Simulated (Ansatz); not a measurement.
## Tuning gaps by epitaxial strain

Plane-wave DFT in Ansatz, r2SCAN, scalar-relativistic PAW potentials, cutoff 500 eV, no spin-orbit coupling; no spin polarisation. Equal strain along a and b of the conventional cell, c and the atoms relaxed; gaps sought over the whole zone. A star marks a structure that wasn't matched here to a measured phase, so it may never have been made and needn't be stable; unstarred phases aren't always the most stable ones.

| crystal | strain: gap (eV) |
| --- | --- |
| SiC (P6_3mc) | -6.0 %: 1.720; -4.0 %: 2.089; -2.0 %: 2.397; +0.0 %: 2.652; +2.0 %: 2.783; +4.0 %: 2.594; +6.0 %: 2.314 |
| SnO (P4/nmm) | -6.0 %: 0.730; -4.0 %: 0.141; -2.0 %: 0.145; +0.0 %: 0.363; +2.0 %: 0.650; +4.0 %: 0.926; +6.0 %: 1.166 |
| TiO₂ (I4_1/amd) | -3.0 %: 2.882; -2.0 %: 2.756; -1.0 %: 2.637; +0.0 %: 2.529; +1.0 %: 2.432; +2.0 %: 2.350; +3.0 %: 2.279 |
| Si₇Ge (P-43m)* | -4.0 %: 0.198; -2.0 %: 0.416; +0.0 %: 0.589; +2.0 %: 0.416; +4.0 %: 0.111 |
| ZnO (P6_3mc) | -6.0 %: 1.122; -4.0 %: 1.172; -2.0 %: 1.211; +0.0 %: 1.238; +2.0 %: 1.252; +4.0 %: 1.260; +6.0 %: 1.283 |

Task: What are the slopes on either side of zero strain, and why can they differ?

Result: SiC (P6_3mc) +128 and +66; SnO (P4/nmm) +109 and +144; TiO₂ (I4_1/amd) -108 and -97; Si₇Ge (P-43m)* +87 and -87; ZnO (P6_3mc) +14 and +7 meV per % (over the first step on the compressive side, then on the tensile side; a positive slope means the gap grows as the plane is stretched). The slope drops from the first side to the second in SiC (P6_3mc), Si₇Ge (P-43m)*. The gap is the smallest distance between any valence top and conduction valley, so its slope drops where another pair takes over. In Si₇Ge (P-43m)* the shear part of the strain lowers the cubic symmetry and splits a degenerate band edge or a set of equal valleys, and whichever member moves into the gap sets it on each side of zero. In SiC (P6_3mc) the strain keeps the symmetry, so nothing splits at zero; most likely two bands or valleys cross within a step of it. A crossing can only lower the slope, so where it rises, as in SnO (P4/nmm), the cause is curvature. Relaxations kept the strained cell's symmetry, so distortions at large strain weren't sought, and coherent films seldom hold more than 2 to 3 %. Splitting by shear is how strain cuts scattering and transport mass in Si and Ge channels; masses under strain weren't computed. The slope of one pair of band edges is as a rule more reliable than the Kohn–Sham gap, while the strain at which pairs cross shifts with the functional.

Cost: about 61 core-minutes for the runs cited, on Arm Neoverse V1, Intel Xeon Platinum 8488C (Sapphire Rapids), AMD EPYC 7R43 (Zen 3) and other processors (shared hosts).